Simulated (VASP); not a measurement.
**CaO in VASP 6.6.1, single-point calculation**

INCAR

```
GGA = PE
ISMEAR = -1
LWAVE = .FALSE.
LCHARG = .FALSE.
LASPH = .TRUE.
ENCUT = 520
PREC = Accurate
SIGMA = 0.02
ISIF = 2
IBRION = -1
EDIFF = 1E-7
NELM = 120
NBANDS = 12
LREAL = .FALSE.
NSW = 0
```

KPOINTS

```
KPOINTS created by Atomic Simulation Environment
0
Gamma
8 8 8
0 0 0
```

POSCAR

```
Ca O
 1.0000000000000000
     0.0000000000000000    2.7232526504000001    2.7232526504000001
     2.7232526504000001    0.0000000000000000    2.7232526504000001
     2.7232526504000001    2.7232526504000001    0.0000000000000000
 Ca  O
   1   1
Cartesian
  0.0000000000000000  0.0000000000000000  0.0000000000000000
  1.3616263252000000  1.3616263252000000  1.3616263252000000
```

The recommended PBE PAW datasets give the neutral cell 16 valence electrons.

Command

```
mpirun -np 1 vasp_std
```

Task: Predict the outcome of this run.

Result: It converged. Results: gap between bands v and c on the k mesh 2.88 eV; least direct gap on the k mesh 3.31 eV; pressure -6.6 GPa. Band v is the last that the valence electrons fill when counted band by band, and c is the next.

OSZICAR

```
N       E                     dE             d eps       ncg     rms          rms(c)
DAV:   1     0.131137138454E+03    0.13114E+03   -0.83711E+03   696   0.130E+03
DAV:   2    -0.584073559088E+01   -0.13698E+03   -0.12878E+03   812   0.318E+02
DAV:   3    -0.146351055601E+02   -0.87944E+01   -0.87111E+01   864   0.816E+01
DAV:   4    -0.149911324483E+02   -0.35603E+00   -0.35573E+00  1164   0.146E+01
DAV:   5    -0.149935517704E+02   -0.24193E-02   -0.24192E-02   900   0.137E+00    0.971E+00
DAV:   6    -0.124822753638E+02    0.25113E+01   -0.14636E+01   788   0.310E+01    0.477E+00
DAV:   7    -0.123629066311E+02    0.11937E+00   -0.14458E+00   888   0.103E+01    0.195E+00
DAV:   8    -0.123488611893E+02    0.14045E-01   -0.13616E-01   836   0.414E+00    0.326E-01
DAV:   9    -0.123519345275E+02   -0.30733E-02   -0.11848E-02  1060   0.899E-01    0.173E-01
DAV:  10    -0.123539119375E+02   -0.19774E-02   -0.19024E-03   756   0.384E-01    0.331E-02
DAV:  11    -0.123541006997E+02   -0.18876E-03   -0.39017E-04   864   0.155E-01    0.227E-02
DAV:  12    -0.123541063650E+02   -0.56654E-05   -0.37735E-05   944   0.685E-02    0.452E-03
DAV:  13    -0.123541068763E+02   -0.51129E-06   -0.63284E-06   860   0.240E-02    0.455E-03
DAV:  14    -0.123541068672E+02    0.91284E-08   -0.28989E-06   828   0.116E-02    0.686E-04
DAV:  15    -0.123541068784E+02   -0.11202E-07   -0.90248E-08   684   0.305E-03
   1 F= -.12354107E+02 E0= -.12354107E+02  d E =-.680695E-12
```

For comparison, a separate PBE run of the intended cell, on usual settings and not on those above, gives a gap of 2.88 eV on its mesh and a pressure of -6.6 GPa.
